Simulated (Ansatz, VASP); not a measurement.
# S: VASP beside Ansatz

```xyz
4
Lattice="-1.9735 1.9735 6.6779 1.9735 -1.9735 6.6779 1.9735 1.9735 -6.6779" Properties=species:S:1:pos:R:3 pbc="T T T"
S     0.0000    0.0000   10.5779
S     0.0000    1.9735    0.5609
S     0.0000    0.0000    2.7780
S     0.0000    1.9735    6.1170
```

Alike in both runs: task single point; functional PBE; k mesh 6 × 6 × 6; occupations gaussian, width 0.1 eV; no spin polarisation.

```csv
,VASP,Ansatz
version,VASP 6.6.1,Ansatz 0.2.0
potentials or method,"VASP PAW PBE potentials, release 64 (S)","scalar-relativistic, plane waves, PAW"
plane-wave cutoff (eV),520,420
valence electrons in the cell,24,24
```

|  | VASP | Ansatz | Ansatz less VASP |
| --- | --- | --- | --- |
| gap on the k mesh at the Fermi level (eV) | none | none | - |
| pressure (GPa) | -13.0 | -12.9 | +0.04 |
| largest component of the traceless stress (GPa) | 2.64 | 2.64 | +0.004 |
| rms of the force components (eV/Å) | 0.102 | 0.102 | +0.0005 |

Atom by atom the forces differ by 0.000 eV/Å (rms over components). A gap of «none» marks a metal or a gap that the smearing closes. The functional is the same, so the differences come from potentials, cutoffs and numerics.

Caveats: the k mesh is coarse (spacing up to 0.38 Å⁻¹), so the values aren't converged.
